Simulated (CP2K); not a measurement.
The system is HfO2.

```
CELL_PARAMETERS angstrom
5.21946 0.00000 0.00000
0.00000 5.00476 0.00000
0.00000 0.00000 5.03269
ATOMIC_POSITIONS crystal
Hf 0.96699 0.73252 0.74144
Hf 0.53301 0.73252 0.24144
Hf 0.46699 0.26748 0.74144
Hf 0.03301 0.26748 0.24144
O 0.63213 0.92865 0.87927
O 0.86787 0.92865 0.37927
O 0.23395 0.53988 0.49229
O 0.26605 0.53988 0.99229
O 0.76605 0.46012 0.99229
O 0.73395 0.46012 0.49229
O 0.13213 0.07135 0.87927
O 0.36787 0.07135 0.37927
```

Measurements of this composition are mostly on another form, of space group No. 14.

Base run:

* Program: CP2K 2026.2
* Functional: PBE
* Potentials or basis: GTH_POTENTIALS Hf GTH-PBE-q12, O GTH-PBE-q6; DZVP-MOLOPT-SR-GTH basis
* Density cutoff: 8163 eV
* k mesh: 4 × 4 × 4
* Occupations: fermi-dirac, width 0.05 eV
* Spin: no spin polarisation

Its results: band gap on the k mesh 4.44 eV, indirect (least direct gap 4.61 eV); pressure 2.1 GPa.

Problem. The run is repeated on the same cell with these changes: functional from PBE to r2SCAN; density cutoff from 8163 eV to 12245 eV; cutoff of the grids from 600 Ry to 900 Ry. What comes out?

Solution. Band gap on the k mesh 4.99 eV, indirect (least direct gap 5.17 eV); pressure -1.3 GPa.

Caveats: spin-orbit coupling is left out, which moves the levels of the heavy elements; the basis of atomic orbitals isn't converged, which shifts pressures, moduli and gaps; the potentials were made for another functional, which shifts forces and pressure (some runs).
